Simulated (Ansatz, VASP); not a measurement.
## Two plane-wave programs on Al

```
Al
1.0
    -1.22509    1.61296    1.61296
     1.61296   -1.22509    1.61296
     1.61296    1.61296   -1.22509
Al
1
Direct
  0.00000 0.00000 0.00000
```

Alike in both runs: task single point; functional LDA; k mesh 24 × 24 × 24; occupations methfessel-paxton of order 1, width 0.2 eV; no spin polarisation.

```csv
,VASP,Ansatz
version,VASP 6.6.1,Ansatz 0.2.0
potentials or method,"VASP PAW LDA potentials, release 64 (Al)","scalar-relativistic, plane waves, PAW"
plane-wave cutoff (eV),520,420
valence electrons in the cell,3,3
```

```csv
,VASP,Ansatz,Ansatz less VASP
gap on the k mesh at the Fermi level (eV),none,none,-
pressure (GPa),9.6,9.5,-0.13
largest component of the traceless stress (GPa),4.41,4.40,-0.017
```

A gap of «none» marks a metal or a gap that the smearing closes.
